**Q:** I kept one barium titanate cell fixed and changed only the density functional. Why does the calculated pressure change so much when no atom has moved?

GPAW 26.7.0, plane-wave PAW DFT without spin polarisation, spin–orbit coupling or dispersion correction, for one fixed five-atom cell of BaTiO3 (space group Amm2). All runs use an 800 eV cutoff, a 5 × 5 × 5 k-point mesh and Fermi–Dirac smearing of 0.05 eV. Pressure and stresses are positive in compression.

```tsv
functional	potentials	pressure (GPa)	stress xx (GPa)	stress yy (GPa)	stress zz (GPa)
LDA	GPAW-PAW-data-sets-(gpaw-data-1.2.1)	-7.290	-7.180	-7.020	-7.660
PBE	GPAW-PAW-data-sets-(gpaw-data-1.2.1)	3.650	3.760	3.910	3.270
revPBE	GPAW-PAW-data-sets-(gpaw-data-1.2.1)	6.820	6.930	7.090	6.430
RPBE	GPAW-PAW-data-sets-(gpaw-data-1.2.1)	7.990	8.110	8.260	7.610
BLYP	PAW-data-sets-made-by gpaw-setup-for-the-functional	9.030	9.170	9.290	8.630
PW91	PAW-data-sets-made-by gpaw-setup-for-the-functional	3.020	3.140	3.290	2.640
SCAN	GPAW-PAW-data-sets-(gpaw-data-1.2.1)	?	?	?	?
```

**A:** Each functional prefers its own lattice size, and the pressure tells you how it judges the size you imposed. A positive value means that the cell would expand if released, a negative one that it would contract. LDA wants a smaller cell, while every gradient-corrected functional with a value here wants a larger one. From LDA to PBE the pressure rises by about 11 GPa.

**Q:** What do the gradient corrections do to the bonds?

**A:** LDA treats each point as part of a uniform electron gas, and it usually binds solids too tightly. Gradient corrections, through their exchange part, lower the energy where the density varies strongly compared with its own size. Pulling atoms apart makes the density between them thinner and more uneven, so the correction favours longer bonds. revPBE and RPBE strengthen this effect in the exchange energy, which is the standard explanation for their place above PBE. The table shows the order, but it does not separate the exchange contribution.

**Q:** Can I turn a lattice preference into a pressure?

**A:** Yes, with elasticity. Let $a$ be the imposed lattice constant, $a_0$ the one the functional prefers, and $B$ the bulk modulus, the resistance to a change of volume. A small relative change in length changes the volume three times as much, so

$$P \approx 3B\,\frac{a_0-a}{a}.$$

For $a_0$ I use each functional's typical lattice error against experiment in simple solids, as rough recalled percentages. This assumes that the imposed cell is close to the measured one. I fitted a straight line to LDA, PBE, revPBE and RPBE, which use the standard atomic data sets. Its slope is about 4 GPa for each per cent of lattice error. The line also has a constant, −1.19 GPa, because the recalled errors are averages over other solids and need not give zero pressure for this cell.

**Q:** PW91 and BLYP were left out of the fit. Do they follow the line?

**A:** Both fall within 0.3 GPa of it. Their atomic data sets were made separately, however, so the small step from PBE to PW91 need not come from the functionals alone. The line also depends heavily on LDA, the only fitted row on the contracting side. The table is also a selection, since runs that failed or met a known fault of the program were left out. Good agreement supports the mechanical picture, but it does not prove the electronic cause.

**Q:** Then what do you predict for SCAN?

**A:** SCAN also uses the kinetic energy density, which helps it to tell different kinds of bonding apart. It can therefore adjust its correction to the region, where PBE must use one compromise. In solids this usually gives lattices between those of LDA and PBE, with a typical error of about +0.3 per cent. The line then gives

$$P \approx -1.19 + 3.98\times0.3 \approx 0\ \text{GPa}.$$

My forecast is about 0 GPa, with a likely range from −3 to +3 GPa, between LDA and PBE.

**Q:** Why such a wide range, if the line fits so well?

**A:** The typical error is an average over many materials, and barium titanate may differ from it. I assume a scatter of 0.7 per cent, which the slope turns into nearly 3 GPa. That is an estimate of my own, not a measured error bar.

**Q:** And the stresses along the separate directions?

**A:** Stress xx minus stress zz stays near 0.5 GPa in all the known rows, although the pressure spans about 16 GPa. With the atoms held in place, a change of functional pushes or pulls almost equally along all three axes. The difference between directions probably comes from the cell shape and the unrelaxed atomic positions, which all rows share. For SCAN I expect about 0.5 GPa again, with a likely range from 0.1 to 0.9 GPa and zz still below xx. I keep the range wide because SCAN is a different kind of functional from those in the known rows. Each single stress is as uncertain as the pressure.

**Q:** Let us see the calculation.

The withheld rows as computed:

```tsv
functional	potentials	pressure (GPa)	stress xx (GPa)	stress yy (GPa)	stress zz (GPa)
SCAN	GPAW-PAW-data-sets-(gpaw-data-1.2.1)	-0.090	0.030	0.200	-0.510
```

**A:** Both forecasts hold. The pressure is −0.09 GPa, only about 0.1 GPa below the predicted value, and the stress difference is 0.54 GPa. The line misses PBE, one of its own fitted rows, by almost 0.5 GPa, so such a close hit on SCAN owes something to chance. The range is the fairer measure of what we knew.

**Q:** Does this show that my explanation of SCAN is right?

**A:** It shows that SCAN does not behave like PBE in this cell, since its pressure is 3.7 GPa lower. It does not show which part of SCAN is responsible. Even the plain midpoint of LDA and PBE, −1.8 GPa, would have fallen inside my range. The SCAN run converged without a warning, but its forces do not sum to zero, which suggests grid noise. Its atomic data sets were also probably not made for SCAN. The hint is its total energy, which the program counts from reference atoms: it is about −82 eV, while the other rows lie between −37 and −44 eV. Such a gap is expected if the reference atoms were calculated with another functional. How any such noise and the data sets affect the stress was not tested.

**Q:** May I use the cell with SCAN as it stands, now that the pressure is almost zero?

**A:** Not as a relaxed structure. The stresses along the axes still differ, and forces of about 0.35 eV/Å still pull on two of the oxygen atoms. Part of this may be grid noise, because the SCAN forces on all five atoms add up to about 0.2 eV/Å instead of zero. With the other functionals the forces nearly cancel, yet more than 0.2 eV/Å remains on each of the same two atoms. If you relaxed the cell separately with each functional, the pressures would vanish and their preferences would appear as different volumes instead. Barium titanate is ferroelectric, so the shifts of its atoms and the shape of its cell should differ as well, and PBE and its relatives are known to exaggerate this polar distortion. Before you calculate equilibrium properties of the material, relax the cell and the atoms with the functional you intend to use. The fits and differences are printed below.

Printed output of the fit:

```
fit of pressure on 4 rows (standard): constant -1.19 +/- 0.25, coefficient of dlat 3.982 +/- 0.14; rms 0.297, worst PBE -0.459, leave-one-out rms 1.02
  rows outside the fit (model, value, miss): BLYP 8.766, 9.03, -0.264; PW91 3.191, 3.02, 0.171; SCAN 0.004803, -0.09, 0.0948
fit of aniso on 6 rows: constant 0.5017 +/- 0.0083; rms 0.0186, worst BLYP -0.0383, leave-one-out rms 0.0224
  rows outside the fit (model, value, miss): SCAN 0.5017, 0.54, -0.0383
Pressure and stress difference:
     row  rough recalled lattice error in per cent  pressure in GPa  xx minus zz in GPa
     LDA                                      -1.5            -7.29                0.48
     PBE                                       1.1             3.65                0.49
  revPBE                                       2.1             6.82                 0.5
    RPBE                                       2.3             7.99                 0.5
    BLYP                                       2.5             9.03                0.54
    PW91                                       1.1             3.02                 0.5
    SCAN                                       0.3            -0.09                0.54
PBE minus LDA pressure in GPa: 10.94
revPBE minus PBE pressure in GPa: 3.17
RPBE minus revPBE pressure in GPa: 1.17
PW91 minus PBE pressure in GPa: -0.63
BLYP minus RPBE pressure in GPa: 1.04
span of pressure over the known rows in GPa: 16.32
span of xx minus zz over the known rows in GPa: 0.06
rough effective bulk modulus from the slope in GPa: 132.7
pressure shift for 0.7 per cent scatter of the lattice error in GPa: 2.788
midpoint of LDA and PBE pressure in GPa: -1.82
SCAN pressure minus that midpoint in GPa: 1.73
SCAN minus LDA pressure in GPa: 7.2
SCAN minus PBE pressure in GPa: -3.74
SCAN computed less forecast pressure as lattice error in per cent: -0.02381
```
